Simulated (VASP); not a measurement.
# InPd (Pm-3m) in VASP: notebook, part 2 of 2

VASP 6.6.1. Earlier steps stand in the parts before.

## (6) Single point, r2SCAN

Contents of INCAR:

```
  PREC = Accurate
  ENCUT = 350
  EDIFF = 1E-6
  ISMEAR = 0
  SIGMA = 0.15
  LREAL = F
  LASPH = T
  NELM = 100
  ALGO = Normal
  ISIF = 2
  LWAVE = F
  LCHARG = F
  METAGGA = R2SCAN
  LMIXTAU = T
  ADDGRID = F
```

Contents of KPOINTS:

```
regular mesh
0
Gamma
  10 10 10
```

Contents of POSCAR:

```
InPd
1.0
    3.2718847800      0.0000000000      0.0000000000
    0.0000000000      3.2718847800      0.0000000000
    0.0000000000      0.0000000000      3.2718847800
In Pd
1 1
Direct
    0.0000000000      0.0000000000      0.0000000000
    0.5000000000      0.5000000000      0.5000000000
```

Potentials or basis: VASP PAW PBE potentials, release 64 (In_d, Pd).

Started as:

```console
cat potpaw_PBE.64/In_d/POTCAR potpaw_PBE.64/Pd/POTCAR > POTCAR
mpirun -np 1 vasp_std > vasp.out
```

OUTCAR:

```text
PREC = Accurate
   ENCUT = 350
   EDIFF = 1E-6
   ISMEAR = 0
   LREAL = F
   LASPH = T
   NELM = 100
   ISIF = 2
   METAGGA = R2SCAN

 Found     56 irreducible k-points:

 Following reciprocal coordinates:
            Coordinates               Weight
  0.000000  0.000000  0.000000      1.000000
  0.100000  0.000000  0.000000      6.000000
  0.200000  0.000000  0.000000      6.000000
  0.300000  0.000000  0.000000      6.000000
  0.400000  0.000000  0.000000      6.000000
  0.500000  0.000000  0.000000      3.000000
   k-points           NKPTS =     56   k-points in BZ     NKDIM =     56   number of bands    NBANDS=     15
   number of dos      NEDOS =    301   number of ions     NIONS =      2
   total plane-waves  NPLWV =   8000
   dimension x,y,z NGX =    20 NGY =   20 NGZ =   20
   dimension x,y,z NGXF=    40 NGYF=   40 NGZF=   40
   ions per type =               1   1
   NGX,Y,Z   is equivalent  to a cutoff of  10.16, 10.16, 10.16 a.u.
   NGXF,Y,Z  is equivalent  to a cutoff of  20.32, 20.32, 20.32 a.u.
 SYSTEM =  unknown system
   PREC   = accura    normal or accurate (medium, high low for compatibility)
   ISTART =      0    job   : 0-new  1-cont  2-samecut
   ICHARG =      2    charge: 1-file 2-atom 10-const
   ISPIN  =      1    spin polarized calculation?
   LNONCOLLINEAR =      F non collinear calculations
   LSORBIT =      F    spin-orbit coupling
   LASPH  =      T    aspherical Exc in radial PAW
   ENCUT  =  350.0 eV  25.72 Ry    5.07 a.u.   4.99  4.99  4.99*2*pi/ulx,y,z
   NELM   =    100;   NELMIN=  2; NELMDL= -5     # of ELM steps
   EDIFF  = 0.1E-05   stopping-criterion for ELM
   LREAL  =      F    real-space projection
   EDIFFG = 0.1E-04   stopping-criterion for IOM
   NSW    =      0    number of steps for IOM
   IBRION =     -1    ionic relax: 0-MD 1-quasi-New 2-CG
   NFREE  =      0    steps in history (QN), initial steepest desc. (CG)
   ISIF   =      2    stress and relaxation
   ISYM   =      2    0-nonsym 1-usesym 2-fastsym
   POTIM  = 0.5000    time-step for ionic-motion
   TEBEG  =    0.0;   TEEND  =   0.0 temperature during run
   PSTRESS=    0.0 pullay stress
   NELECT =      23.0000    total number of electrons
   NUPDOWN=      -1.0000    fix difference up-down
   EMIN   =  10.00;   EMAX   =-10.00  energy-range for DOS
   EFERMI =   0.00;   METHOD = LEGACY
   ISMEAR =     0;   SIGMA  =   0.15  broadening in eV -4-tet -1-fermi 0-gaus
   EFERMI_NEDOS =   21; number of points for ismear=-14 and -15
   IALGO  =     38    algorithm
   IMIX   =      4    mixing-type and parameters
     AMIX     =   0.40;   BMIX     =  1.00
     AMIX_MAG =   1.60;   BMIX_MAG =  1.00
  volume/ion in A,a.u.               =      17.51       118.18
  Fermi-wavevector in a.u.,A,eV,Ry     =   1.422938  2.688964 27.548447  2.024754
  Thomas-Fermi vector in A             =   2.543589
   LORBIT       =      0    0 simple, 1 ext, 2 COOP (PROOUT), +10 PAW based schemes
   METAGGA = R2SCAN    functional components
   LHFCALC =     F    Hartree Fock is set to
   AEXX    =    0.0000 exact exchange contribution
   IVDW    =     0    specifies the selected vdW correction
   LEPSILON=     F    determine dielectric tensor
   LRPA    =     F    only Hartree local field effects (RPA)
 non-spin polarized calculation
 Gauss-broadening in eV      SIGMA  =   0.15
  energy-cutoff  :      350.00
  volume of cell :       35.03
 maximum number of plane-waves:       552
 NGX is ok and might be reduce to    20
   NGX =  9   NGY =  9   NGZ =  9

 number of electron      23.0000011 magnetization

 Free energy of the ion-electron system (eV)
  ---------------------------------------------------
  ext. energy  EPLUGINS =         0.00000000
  ---------------------------------------------------
  free energy    TOTEN  =       -46.64999950 eV

  energy without entropy =      -46.64004377  energy(sigma->0) =      -46.64502163

 E-fermi :  10.5620     XC(G=0): -13.2473

 val. band max:       10.4380596252   @ k =   0.4000   0.4000   0.4000
 cond. band min:      10.5733161649   @ k =   0.5000   0.4000   0.3000
 fundamental gap:      0.1352565397
 Fermi energy:        10.5620488747

 k-point     1 :       0.0000    0.0000    0.0000
  band No.  band energies     occupation
      1      -5.1475      2.00000
      2      -5.1475      2.00000
      3      -4.7229      2.00000
      4      -4.7229      2.00000
      5      -4.7229      2.00000
      6      -0.0477      2.00000
      7       6.3988      2.00000
      8       6.3988      2.00000
      9       8.0183      2.00000
     10       8.0183      2.00000
     11       8.0183      2.00000
     12      14.9121      0.00000
     13      14.9121      0.00000
     14      14.9121      0.00000
     15      20.5242      0.00000

 k-point     2 :       0.1000    0.0000    0.0000
  band No.  band energies     occupation
      1      -5.1418      2.00000
      2      -5.1124      2.00000
      3      -4.7338      2.00000
      4      -4.7338      2.00000
      5      -4.7197      2.00000
      6       0.1185      2.00000
      7       6.4013      2.00000
      8       6.4254      2.00000
      9       7.8971      2.00000
     10       7.8971      2.00000
     11       8.0113      2.00000
     12      13.8061      0.00000
     13      15.2401      0.00000
     14      15.2401      0.00000
     15      20.8113      0.00000

 k-point     3 :       0.2000    0.0000    0.0000
  band No.  band energies     occupation
      1      -5.1267      2.00000
      2      -5.0209      2.00000
      3      -4.7621      2.00000
      4      -4.7621      2.00000
      5      -4.7115      2.00000
      6       0.6151      2.00000
      7       6.4081      2.00000
      8       6.4331      2.00000
      9       7.6104      2.00000
     10       7.6104      2.00000
     11       7.9929      2.00000
     12      11.8557      0.00000
     13      16.1460      0.00000
     14      16.1460      0.00000
     15      20.9030      0.00000

 k-point     4 :       0.3000    0.0000    0.0000
  band No.  band energies     occupation
      1      -5.1077      2.00000
      2      -4.9083      2.00000
      3      -4.7963      2.00000
      4      -4.7963      2.00000
      5      -4.7010      2.00000
      6       1.4315      2.00000
      7       6.1552      2.00000
      8       6.4170      2.00000
      9       7.3020      2.00000
     10       7.3020      2.00000
     11       7.9704      2.00000
     12      10.2221      1.99865
     13      17.4789      0.00000
     14      17.4789      0.00000
     15      20.8622      0.00000

 k-point     5 :       0.4000    0.0000    0.0000
  band No.  band energies     occupation
      1      -5.0923      2.00000
      2      -4.8238      2.00000
      3      -4.8238      2.00000
      4      -4.8175      2.00000
      5      -4.6927      2.00000
      6       2.5334      2.00000
      7       5.2490      2.00000
      8       6.4242      2.00000
      9       7.0792      2.00000
     10       7.0792      2.00000
     11       7.9519      2.00000
     12       9.4044      2.00000
     13      19.0996      0.00000
     14      19.0996      0.00000
     15      20.6757      0.00000

 k-point     6 :       0.5000    0.0000    0.0000
  band No.  band energies     occupation
      1      -5.0864      2.00000
      2      -4.8339      2.00000
      3      -4.8339      2.00000
      4      -4.7829      2.00000
      5      -4.6894      2.00000
      6       3.6362      2.00000
      7       4.1338      2.00000
      8       6.4270      2.00000
      9       6.9996      2.00000
     10       6.9996      2.00000
     11       7.9450      2.00000
     12       9.2213      2.00000
     13      20.5073      0.00000
     14      20.5073      0.00000
     15      20.6018      0.00000

 [... further k-points ...]

------------------------ aborting loop because EDIFF is reached ----------------------------------------

  FORCE on cell =-STRESS in cart. coord.  units (eV):
  Direction    XX          YY          ZZ          XY          YZ          ZX
  --------------------------------------------------------------------------------------
  -------------------------------------------------------------------------------------
  Total       -0.1134958     -0.1134958     -0.1134958      0.0000000      0.0000000     -0.0000000
  in kB       -5.1915399     -5.1915399     -5.1915399      0.0000000      0.0000000     -0.0000000
  external PRESSURE =      -5.1915399 kB  Pullay stress =       0.0000000 kB

 VOLUME and BASIS-vectors are now :
 -----------------------------------------------------------------------------
  energy-cutoff  :      350.00
  volume of cell :       35.03
      direct lattice vectors                 reciprocal lattice vectors
     3.271884780  0.000000000  0.000000000     0.305634234  0.000000000  0.000000000
     0.000000000  3.271884780  0.000000000     0.000000000  0.305634234  0.000000000
     0.000000000  0.000000000  3.271884780     0.000000000  0.000000000  0.305634234

 POSITION                                       TOTAL-FORCE (eV/Angst)
 -----------------------------------------------------------------------------------
      0.00000      0.00000      0.00000         0.000000      0.000000      0.000000
      1.63594      1.63594      1.63594         0.000000      0.000000      0.000000
 -----------------------------------------------------------------------------------
    total drift:                               -0.000000      0.000000      0.000000

  FREE ENERGIE OF THE ION-ELECTRON SYSTEM (eV)
  ---------------------------------------------------
  free  energy   TOTEN  =       -46.6499994957 eV

  energy  without entropy=      -46.6400437684  energy(sigma->0) =      -46.64502163
```

OSZICAR:

```text
N       E                     dE             d eps       ncg     rms          rms(c)
DAV:   1     0.968335088801E+02    0.96834E+02   -0.92484E+03  1755   0.158E+03
DAV:   2    -0.459706908116E+02   -0.14280E+03   -0.13930E+03  1785   0.354E+02
DAV:   3    -0.519866648801E+02   -0.60160E+01   -0.59983E+01  2093   0.825E+01
DAV:   4    -0.521058206902E+02   -0.11916E+00   -0.11912E+00  2227   0.105E+01
DAV:   5    -0.521112858132E+02   -0.54651E-02   -0.54651E-02  2377   0.193E+00    0.865E+00
DAV:   6    -0.467582775531E+02    0.53530E+01   -0.49631E+00  1855   0.359E+01    0.393E+00
DAV:   7    -0.466135726036E+02    0.14470E+00   -0.55160E-01  1785   0.935E+00    0.255E+00
DAV:   8    -0.466364756557E+02   -0.22903E-01   -0.13949E-01  1915   0.317E+00    0.142E+00
DAV:   9    -0.466247786269E+02    0.11697E-01   -0.12597E-01  1757   0.398E+00    0.330E-01
DAV:  10    -0.466481130375E+02   -0.23334E-01   -0.49830E-02  1792   0.277E+00    0.262E-01
DAV:  11    -0.466450079264E+02    0.31051E-02   -0.10769E-02  1722   0.116E+00    0.289E-01
DAV:  12    -0.466498653065E+02   -0.48574E-02   -0.41367E-03  1792   0.707E-01    0.470E-02
DAV:  13    -0.466499411539E+02   -0.75847E-04   -0.87373E-05  2236   0.829E-02    0.487E-02
DAV:  14    -0.466498911506E+02    0.50003E-04   -0.92499E-06  2060   0.334E-02    0.504E-02
DAV:  15    -0.466499644841E+02   -0.73334E-04   -0.75159E-05  1897   0.737E-02    0.101E-01
DAV:  16    -0.466499989325E+02   -0.34448E-04   -0.40366E-05  1876   0.785E-02    0.345E-03
DAV:  17    -0.466499994957E+02   -0.56314E-06   -0.14532E-06  1353   0.122E-02
   1 F= -.46649999E+02 E0= -.46645022E+02  d E =-.995573E-02
```

stdout:

```text
POSCAR found type information on POSCAR InPd
 POSCAR found :  2 types and       2 ions
 scaLAPACK will be used
 -----------------------------------------------------------------------------
|                                                                             |
|                                                                             |
|     You enforced a specific xc type in the INCAR file but a different       |
|     I HOPE YOU KNOW WHAT YOU ARE DOING!                                     |
|                                                                             |
 -----------------------------------------------------------------------------

 LDA part: xc-table for (None), standard interpolation
 POSCAR, INCAR and KPOINTS ok, starting setup
 FFT: planning ... GRIDC
 FFT: planning ... GRID_SOFT
 FFT: planning ... GRID
 WAVECAR not read
 entering main loop
```

Run time: 28 s. Hardware: 1 thread of Intel Xeon 6975P-C (Granite Rapids), shared host; peak memory 0.14 GiB.

These settings aren't checked as converged: the numbers below hold their error.

Results:

* Free energy: -46.6500 eV
* Pressure: -0.5 GPa
* Band gap on the k mesh: none (metal or under the smearing width)

Caveat: the PAW data sets were made with another functional, which shifts forces and pressure a little.
